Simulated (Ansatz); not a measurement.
Input and command of a plane-wave DFT calculation in Ansatz:

```yaml
crystal:
  lattice:
    - [3.777, 0.0, 0.0]
    - [-1.8885, 3.2709779501, 0.0]
    - [0.0, 0.0, 6.498]
  atoms:
    - { symbol: Ti, position: [0.0, 0.0, 0.0] }
    - { symbol: Te, position: [0.6666666667, 0.3333333333, 0.2628] }
    - { symbol: Te, position: [0.3333333333, 0.6666666667, 0.7372] }
basis:
  ecutwfc: 500
kpoints:
  mp_grid: { grid: [12, 12, 6] }
hamiltonian:
  xc: r2scan
scf:
  occupations: { method: gaussian, width: 0.1 }
output:
  forces: true
  stress: true
  eigenvalues: true
relax:
  adjacent_minimum: "off"
  f_tol: 0.02
  max_steps: 70
  cell: { stress_tol: 0.1 }
```

```bash
ansatz run input.yaml --threads 2 --pin off --max-ram 5120MiB --backend cpu --events-out ev --progress --plain --runs-dir out
```

Processor: Intel(R) Xeon(R) Platinum 8259CL CPU @ 2.50GHz (Skylake/Cascade Lake), 2 threads, on a host shared with other jobs.

Question: How long does it run, and how much memory does it take?

Answer: About 100 s on 2 threads of Intel(R) Xeon(R) Platinum 8259CL CPU @ 2.50GHz (Skylake/Cascade Lake), with other jobs on the host, peak memory 0.82 GiB. It solves 27 bands at 100 k points (the mesh reduced by the symmetry that the task leaves, which can be less than the crystal's) with about 2161 plane waves (on the last cell), in 60 SCF iterations over 8 ionic steps.